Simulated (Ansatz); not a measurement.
Relaxing LiF in the zincblende type

First guess:

```yaml
crystal:
  lattice:
    - [0.00000, 2.23228, 2.23228]
    - [2.23228, 0.00000, 2.23228]
    - [2.23228, 2.23228, 0.00000]
  atoms:
    - { symbol: Li, position: [0.00000, 0.00000, 0.00000] }
    - { symbol: F, position: [0.25000, 0.25000, 0.25000] }
```

Theory: DFT, PBE, PAW with Ansatz's default frozen-core files, scalar-relativistic (Ansatz 0.2.0).

Cell and atoms relax within the symmetry of the start on a 16×16×16 k mesh with 0.03 eV Fermi–Dirac smearing.

The start is built from a prototype, known or not as a phase of this compound; the cutoff is 420 eV.

(1) What is the pressure of the first guess?

(2) What does it relax to?

(3) How much energy does the relaxation release?

Answers

(1) -3.07 GPa.

(2) a = 4.365 Å, b = 4.365 Å, c = 4.365 Å, α = 90.00°, β = 90.00°, γ = 90.00° (conventional cell), 10.40 Å³ per atom:
```cif
data_structure
_symmetry_space_group_name_H-M 'F-43m'
_symmetry_Int_Tables_number 216
_cell_length_a 4.3651
_cell_length_b 4.3651
_cell_length_c 4.3651
_cell_angle_alpha 90.000
_cell_angle_beta 90.000
_cell_angle_gamma 90.000
_cell_volume 83.17
loop_
_atom_site_label
_atom_site_type_symbol
_atom_site_symmetry_multiplicity
_atom_site_Wyckoff_symbol
_atom_site_fract_x
_atom_site_fract_y
_atom_site_fract_z
_atom_site_occupancy
Li1 Li 4 a 0.00000 0.00000 0.00000 1
F1 F 4 d 0.25000 0.25000 0.75000 1
```

(3) 7 meV/atom.
